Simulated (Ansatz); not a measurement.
The system is TiH2.

```
Ti H
1.0
    -1.59650    1.59650    2.13350
     1.59650   -1.59650    2.13350
     1.59650    1.59650   -2.13350
Ti H
1 2
Direct
  0.00000 0.00000 0.00000
  0.25000 0.75000 0.50000
  0.75000 0.25000 0.50000
```

Base run:

* Program: Ansatz 0.2.0
* Functional: r2SCAN
* Potentials or basis: Ansatz PAW
* Cutoff: 500 eV
* Density cutoff: 2000 eV
* k mesh: 12 × 12 × 12
* Occupations: fermi-dirac, width 0.05 eV
* Spin: no spin polarisation

Its results: band gap on the k mesh none (metal or under the smearing width); pressure -2.8 GPa.

Q: After a change of settings the same cell gave: band gap on the k mesh none (metal or under the smearing width); pressure 2.2 GPa. Which change was it?
A. functional from r2SCAN to LDA; cutoff from 500 eV to 420 eV; density cutoff from 2000 eV to 1680 eV; occupations from fermi-dirac, width 0.05 eV to gaussian, width 0.1 eV
B. hubbard terms from none to Ti d U = 1 eV; hubbard projectors from none to ortho-atomic (the default)
C. hubbard terms from none to Ti d U = 3 eV; hubbard projectors from none to ortho-atomic (the default)

A: C.

Caveats: the PAW data sets come from PBE, with cores solved anew for the run's functional, which leaves a small shift of forces and pressure; the density of states is complete only up to the lowest level of the last band computed; U without spin polarisation on a metal has little footing (some runs); the U is typed as a test and isn't derived for this compound (some runs).

Not every run made on this cell is shown here.
